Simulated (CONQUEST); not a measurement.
SiC (Moissanite) under changes of volume

One of the cells (10.341 Å³/atom); the others are scaled copies at fixed shape and fractional positions:

```
Si C
1.0
     3.07600    0.00000    0.00000
     0.00000    5.04800    0.00000
     0.00000    0.00000    5.32779
Si C
4 4
Direct
  0.00000 0.50000 0.33333
  0.50000 0.50000 0.83333
  0.00000 0.00000 0.66667
  0.50000 0.00000 0.16667
  0.00000 0.88500 0.33333
  0.50000 0.88500 0.83333
  0.00000 0.38500 0.66667
  0.50000 0.38500 0.16667
```

* Program: CONQUEST 1.3
* Functional: PBEsol
* Potentials or basis: PseudoDojo NC PBEsol, DZP, grid of 32 × 48 × 60 points
* k mesh: 7 × 5 × 4
* Occupations: fermi-dirac, width 0.05 eV
* Spin: no spin polarisation

```tsv
volume (Å³/atom)	energy over the lowest point (meV/atom)	pressure (GPa)	gap on the mesh (eV)	largest force (eV/Å)
9.721	42.21	18.8	2.07	0.912
9.927	21.58	13.2	2.11	0.874
10.134	8.01	7.9	2.14	0.835
10.341	1.03	3.1	2.18	0.803
10.548	0.00	-1.3	2.21	0.773
10.755	4.03	-4.9	2.25	0.747
10.961	?	?	?	?
```

Task: What does the run at 10.961 Å³/atom give?

Result: Energy over the lowest point 12.81 meV/atom; pressure -8.6 GPa; gap on the mesh 2.28 eV; largest force 0.714 eV/Å.

Worked out: A Birch-Murnaghan fit of order 3 (a polynomial in V^(-2/3)) to the other rows has its minimum at 10.49 Å³/atom with B0 = V·E''(V) = 212 GPa and B' = 4.6 at fixed shape and positions, which overstates the stiffness. It gives 12.78 meV/atom at 10.961 Å³/atom, against the run's 12.81, and -dE/dV = -8.5 GPa, against -8.6. A straight line through the other rows of the gap, of slope 1.75 eV per unit of ln V, extrapolates to 2.28 eV, against the run's 2.28.

Energies are extrapolated to zero smearing.

Caveats: an odd mesh through Γ misses points on the zone boundary, where band edges often lie; the basis of atomic orbitals isn't converged, which shifts pressures, moduli and gaps.
